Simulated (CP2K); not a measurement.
Crystal: Au.

```
CELL_PARAMETERS angstrom
2.90000 0.00000 0.00000
-1.45000 2.51147 0.00000
0.00000 0.00000 4.88000
ATOMIC_POSITIONS crystal
Au 0.66667 0.33333 0.25000
Au 0.33333 0.66667 0.75000
```

This isn't the form of Au at room conditions, which is fcc.

Base run:

```yaml
Program: CP2K 2026.2
Functional: TASK
Potentials_or_basis: POTENTIAL_UZH Au GTH-PBE-q11; TZVP-MOLOPT-PBE-GTH basis
Density_cutoff: 9524 eV
k_mesh: 11 × 11 × 6
Occupations: fermi-dirac, width 0.05 eV
Spin: no spin polarisation
```

Its results: band gap on the k mesh none (metal or under the smearing width); pressure -7.1 GPa.

Problem. After a change of settings the same cell gave: band gap on the k mesh none (metal or under the smearing width); pressure 1.5 GPa. Which change was it?
A. functional from TASK to PBEsol
B. functional from TASK to LDA
C. functional from TASK to PW91
D. functional from TASK to vdW-DF-cx

Solution. D.

Caveats: the potentials were made for another functional, which shifts forces and pressure; the basis of atomic orbitals isn't converged, which shifts pressures, moduli and gaps.

Runs at the PBE level aren't shown here.
